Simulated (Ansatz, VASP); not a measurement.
# MgAu: VASP beside Ansatz

Wanted: the spread between two codes on one cell, functional and k mesh. The structure shown is the end of the VASP relaxation below.

Method: plane waves, with VASP 6.6.1 beside it; single point at PBEsol, in Ansatz 0.2.0.

## (1) Starting point

The cell holds 8 atoms: 4 Mg and 4 Au. Its edges and angles: a = 3.259 Å, b = 3.259 Å, c = 26.407 Å, α = 90.0°, β = 90.0°, γ = 90.0°. It derives from MgAu. The (1 0 0) slab of MgAu, cut from the database cell (so at first; earlier steps may have moved the atoms). Vacuum lies along c.

## (2) VASP: relaxation, PBEsol

This run makes the geometry at which the two programs are then compared.

Lines of VASP's logs that name or quote its potential files are left out, and so is its time.

INCAR reads:

```
SYSTEM = MgAu
PREC = Normal
ENCUT = 300
EDIFF = 1E-05
NELM = 120
ISMEAR = 1
SIGMA = 0.1
LREAL = .FALSE.
ALGO = Fast
GGA = PS
NBANDS = 34
LORBIT = 11
LWAVE = .FALSE.
LCHARG = .FALSE.
KPAR = 2
IBRION = 2
NSW = 40
ISIF = 2
EDIFFG = -0.03
POTIM = 0.4
MAXMIX = 40
IDIPOL = 3
LDIPOL = .TRUE.
DIPOL = 0.5 0.5 0.5
```

POSCAR reads:

```
MgAu
1.0
    3.2590000000      0.0000000000      0.0000000000
    0.0000000000      3.2590000000      0.0000000000
    0.0000000000      0.0000000000     26.4065000000
Mg Au
4 4
Selective dynamics
Direct
    0.5000000000      0.5000000000      0.2840209800  F F F
    0.5000000000      0.5000000000      0.4074375600  F F F
    0.5000000000      0.5000000000      0.5308541500  T T T
    0.5000000000      0.5000000000      0.6542707300  T T T
    0.0000000000      0.0000000000      0.3457292700  F F F
    0.0000000000      0.0000000000      0.4691458500  F F F
    0.0000000000      0.0000000000      0.5925624400  T T T
    0.0000000000      0.0000000000      0.7159790200  T T T
```

KPOINTS reads:

```
Automatic mesh
0
Gamma
8 8 1
0 0 0
```

Potentials, in the order of the species: Mg and Au (PBE family, release 64).

Command:

```
> mpirun -np 2 vasp_std
```

Numbers of over 12 decimals in the logs are rounded to 6 here.

The log of the run:

```text
[banner, memory and clock lines left out]
running    2 mpi-ranks, on    1 nodes
 distrk:  each k-point on    1 cores,    2 groups
 distr:  one band on    1 cores,    1 groups

 POSCAR found type information on POSCAR MgAu
 POSCAR found :  2 types and       8 ions
|                                                                             |
|               ----> ADVICE to this user running VASP <----                  |
|                                                                             |
|     You enforced a specific xc type in the INCAR file but a different       |
|     [... a line on the potential file left out ...]
|     I HOPE YOU KNOW WHAT YOU ARE DOING!                                     |
|                                                                             |

 LDA part: xc-table for (Slater+PW92), standard interpolation
 POSCAR, INCAR and KPOINTS ok, starting setup
 FFT: planning ... GRIDC
 FFT: planning ... GRID_SOFT
 FFT: planning ... GRID
 WAVECAR not read
 entering main loop
       N       E                     dE             d eps       ncg     rms          rms(c)
DAV:   1     0.239497372067E+03    0.23950E+03   -0.15778E+04  1020   0.813E+02
DAV:   2    -0.131612659896E+02   -0.25266E+03   -0.23481E+03  1298   0.193E+02
DAV:   3    -0.278417809216E+02   -0.14681E+02   -0.14362E+02  1220   0.469E+01
DAV:   4    -0.281175313783E+02   -0.27575E+00   -0.27526E+00  1248   0.682E+00
DAV:   5    -0.281245204326E+02   -0.69891E-02   -0.69859E-02  1316   0.105E+00    0.108E+01
RMM:   6    -0.269097442867E+02    0.12148E+01   -0.94015E+00  1026   0.148E+01    0.587E+00
RMM:   7    -0.370203583355E+02   -0.10111E+02   -0.47094E+00  1030   0.650E+00    0.115E+01
RMM:   8    -0.258941474191E+02    0.11126E+02   -0.16778E+00  1030   0.447E+00    0.358E+00
RMM:   9    -0.257564075275E+02    0.13774E+00   -0.47507E-01  1034   0.241E+00    0.165E+00
RMM:  10    -0.256207254342E+02    0.13568E+00   -0.11684E-01  1031   0.134E+00    0.610E-01
RMM:  11    -0.256143977158E+02    0.63277E-02   -0.16518E-02  1044   0.612E-01    0.295E-01
RMM:  12    -0.256141788796E+02    0.21884E-03   -0.82118E-03  1036   0.418E-01    0.166E-01
RMM:  13    -0.256129497321E+02    0.12291E-02   -0.11535E-03  1062   0.132E-01    0.892E-02
RMM:  14    -0.256126458416E+02    0.30389E-03   -0.37047E-04  1022   0.887E-02    0.353E-02
RMM:  15    -0.256126191847E+02    0.26657E-04   -0.75812E-05   908   0.374E-02    0.179E-02
RMM:  16    -0.256126312464E+02   -0.12062E-04   -0.26368E-05   680   0.185E-02    0.160E-02
RMM:  17    -0.256126299508E+02    0.12956E-05   -0.15269E-05   654   0.146E-02
   1 F= -.25612630E+02 E0= -.25610488E+02  d E =-.256126E+02
[... from here on, the cycles between the ionic steps are left out ...]
   2 F= -.25632395E+02 E0= -.25630384E+02  d E =-.197654E-01
   3 F= -.25656072E+02 E0= -.25654722E+02  d E =-.434419E-01
  12 F= -.25667860E+02 E0= -.25667169E+02  d E =-.320389E-02
  13 F= -.25667864E+02 E0= -.25667185E+02  d E =-.320803E-02
  14 F= -.25667864E+02 E0= -.25667179E+02  d E =-.320817E-02
  15 F= -.25668843E+02 E0= -.25668176E+02  d E =-.979525E-03
  16 F= -.25670002E+02 E0= -.25669354E+02  d E =-.213792E-02
  17 F= -.25670316E+02 E0= -.25669647E+02  d E =-.245196E-02
  18 F= -.25670601E+02 E0= -.25669955E+02  d E =-.273744E-02
  19 F= -.25671059E+02 E0= -.25670419E+02  d E =-.457372E-03
  20 F= -.25671538E+02 E0= -.25670902E+02  d E =-.937153E-03
 curvature:  -5.19 expect dE=-0.373E-03 dE for cont linesearch -0.664E-04
 ZBRENT: increasing intervall
 opt :   5.7615  next Energy=   -25.671597 (dE=-0.996E-03)
 bond charge predicted
       N       E                     dE             d eps       ncg     rms          rms(c)
DAV:   1    -0.256687247924E+02    0.28145E-02   -0.40271E+00  1022   0.818E+00    0.981E-02
RMM:   2    -0.256713017020E+02   -0.25769E-02   -0.24468E-02  1031   0.107E+00    0.770E-02
RMM:   3    -0.256716797363E+02   -0.37803E-03   -0.38198E-03  1074   0.387E-01    0.532E-02
RMM:   4    -0.256717682969E+02   -0.88561E-04   -0.11990E-03  1166   0.163E-01    0.182E-02
RMM:   5    -0.256717835675E+02   -0.15271E-04   -0.17857E-04   854   0.515E-02    0.872E-03
RMM:   6    -0.256717905620E+02   -0.69945E-05   -0.16317E-05   650   0.154E-02
  21 F= -.25671791E+02 E0= -.25671133E+02  d E =-.118925E-02
 curvature:  -4.59 expect dE=-0.111E-03 dE for cont linesearch -0.354E-04
 trial: gam= 0.00000 g(F)=  0.242E-04 g(S)=  0.000E+00 ort =-0.124E-03 (trialstep = 0.200E+01)
 search vector abs. value=  0.242E-04
 reached required accuracy - stopping structural energy minimisation
```

OUTCAR, selected parts (step 2):

```text
ion  position               nearest neighbor table
   1  0.500  0.500  0.284-   5 2.82   5 2.82   5 2.82   5 2.82   2 3.26
   2  0.500  0.500  0.407-   5 2.82   6 2.82   5 2.82   6 2.82   5 2.82   6 2.82   5 2.82   6 2.82
                             1 3.26   3 3.26
   3  0.500  0.500  0.531-   7 2.82   7 2.82   7 2.82   7 2.82   6 2.82   6 2.82   6 2.82   6 2.82
                             4 3.26   2 3.26
   4  0.500  0.500  0.654-   7 2.82   8 2.82   7 2.82   8 2.82   7 2.82   8 2.82   7 2.82   8 2.82
                             3 3.26
   5  0.000  0.000  0.346-   1 2.82   2 2.82   1 2.82   2 2.82   1 2.82   2 2.82   1 2.82   2 2.82
                             6 3.26
   6  0.000  0.000  0.469-   2 2.82   2 2.82   2 2.82   2 2.82   3 2.82   3 2.82   3 2.82   3 2.82
                             5 3.26   7 3.26
   7  0.000  0.000  0.593-   3 2.82   4 2.82   3 2.82   4 2.82   3 2.82   4 2.82   3 2.82   4 2.82
                             8 3.26   6 3.26
   8  0.000  0.000  0.716-   4 2.82   4 2.82   4 2.82   4 2.82   7 3.26

  LATTYP: Found a simple tetragonal cell.
 ALAT       =     3.2590000000
 C/A-ratio  =     8.1026388463

 Subroutine GETGRP returns: Found  8 space group operations
 (whereof  8 operations were pure point group operations)

The static configuration has the point symmetry C_4v.

 Found     15 irreducible k-points:

   k-points           NKPTS =     15   k-points in BZ     NKDIM =     15   number of bands    NBANDS=     34

   dimension x,y,z NGX =    14 NGY =   14 NGZ =  112
   dimension x,y,z NGXF=    28 NGYF=   28 NGZF=  224

   ENCUT  =  300.0 eV  22.05 Ry    4.70 a.u.   4.60  4.60 37.29*2*pi/ulx,y,z

   NELECT =      52.0000    total number of electrons

 k-points in reciprocal lattice and weights: Automatic mesh
   0.00000000  0.00000000  0.00000000       0.016
   0.12500000  0.00000000  0.00000000       0.062
   0.25000000  0.00000000  0.00000000       0.062
   0.37500000  0.00000000  0.00000000       0.062
   0.50000000  0.00000000  0.00000000       0.031
   0.12500000  0.12500000  0.00000000       0.062
   0.25000000  0.12500000  0.00000000       0.125
   0.37500000  0.12500000  0.00000000       0.125
   0.50000000  0.12500000  0.00000000       0.062
[...]
0.50000000  0.37500000  0.00000000       0.062
   0.50000000  0.50000000  0.00000000       0.016

 dipolmoment           0.000000      0.000000      0.079112 electrons x Angstroem

 average (electrostatic) potential at core
       1 -40.5823       2 -39.9105       3 -39.8618       4 -39.7990       5 -72.6715
       6 -72.7556       7 -72.6727       8 -71.9538

 E-fermi :   1.2508

 k-point     1 :       0.0000    0.0000    0.0000
  band No.  band energies     occupation
    ...
     22      -2.2048      2.00000
     23      -2.2048      2.00000
     24      -1.9458      2.00000
     25      -0.9669      2.00000
     26       0.2138      2.00000
     27       1.8070     -0.00000
     28       3.4912      0.00000
     29       4.6840      0.00000
     30       5.5564      0.00000
     31       6.0805      0.00000
    ...

 k-point     2 :       0.1250    0.0000    0.0000
  band No.  band energies     occupation
    ...
     22      -2.3383      2.00000
     23      -2.1955      2.00000
     24      -2.0444      2.00000
     25      -0.8534      2.00000
     26       0.4425      2.00000
     27       2.0677     -0.00000
     28       3.7548      0.00000
     29       4.9048      0.00000
     30       5.1374      0.00000
     31       5.8113      0.00000
    ...

 k-point     3 :       0.2500    0.0000    0.0000
  band No.  band energies     occupation
    ...
     22      -2.2860      2.00000
     23      -2.1572      2.00000
     24      -1.9760      2.00000
     25      -0.4767      2.00000
     26       1.0486      2.01487
     27       2.5234     -0.00000
     28       2.6771     -0.00000
     29       3.1372     -0.00000
     30       4.2126      0.00000
     31       4.5552      0.00000
    ...

  Total       -1.2796348     -1.2796348     -1.3078350      0.0000000     -0.0000000      0.0000000
  in kB       -7.3099949     -7.3099949     -7.4710901      0.0000000     -0.0000000      0.0000000
  external PRESSURE =      -7.3636933 kB  Pullay stress =       0.0000000 kB

  energy-cutoff  :      300.00
  volume of cell :      280.47
      direct lattice vectors                 reciprocal lattice vectors
     3.259000000  0.000000000  0.000000000     0.306842590  0.000000000  0.000000000
     0.000000000  3.259000000  0.000000000     0.000000000  0.306842590  0.000000000
     0.000000000  0.000000000 26.406500000     0.000000000  0.000000000  0.037869464

 POSITION                                       TOTAL-FORCE (eV/Angst)
 -----------------------------------------------------------------------------------
      1.62950      1.62950      7.50000         0.000000      0.000000      0.448570
      1.62950      1.62950     10.75900         0.000000      0.000000     -0.103875
      1.62950      1.62950     14.00842         0.000000      0.000000      0.003591
      1.62950      1.62950     17.27076         0.000000      0.000000     -0.013464
      0.00000      0.00000      9.12950         0.000000     -0.000000     -0.321064
      0.00000      0.00000     12.38850         0.000000      0.000000     -0.040480
      3.25900      0.00000     15.55894        -0.000000      0.000000      0.019553
      0.00000      3.25900     18.71024         0.000000     -0.000000      0.007168
 -----------------------------------------------------------------------------------
    total drift:                                0.000000     -0.000000      0.013899

  FREE ENERGIE OF THE ION-ELECTRON SYSTEM (eV)
  ---------------------------------------------------
  free  energy   TOTEN  =       -25.6717905620 eV

  energy  without entropy=      -25.6698188120  energy(sigma->0) =      -25.67113331

 reached required accuracy - stopping structural energy minimisation

 vacuum level on the upper side and lower side of the slab         5.740         4.376

 total charge
# of ion       s       p       d       tot
------------------------------------------
    1        0.200   0.115   0.017   0.332
    2        0.179   0.154   0.032   0.364
    3        0.183   0.158   0.034   0.375
    4        0.179   0.154   0.035   0.367
    5        0.707   0.353   8.667   9.726
    6        0.699   0.349   8.680   9.728
    7        0.702   0.347   8.681   9.730
    8        0.686   0.198   8.745   9.628
--------------------------------------------------
tot          3.534   1.827  34.889  40.250

[... 3 further parts left out ...]
```

The run keeps the 8 symmetry operations of its start, so it cannot find a distortion of lower symmetry.

(Continued in part 2 of 2.)

[Lines on the potential files, build, host, timing and source positions are cut from VASP's logs without a mark.]

[Logs are printed without paths, hosts, clocks, repeated set-up lines and the standing remarks that a program may print on its own settings, such as how far it seeks lower states.]

[Hosts, paths, dates, database ids (printed as entryN), source tags and the programs' standing remarks are cut or masked in the printed files.]
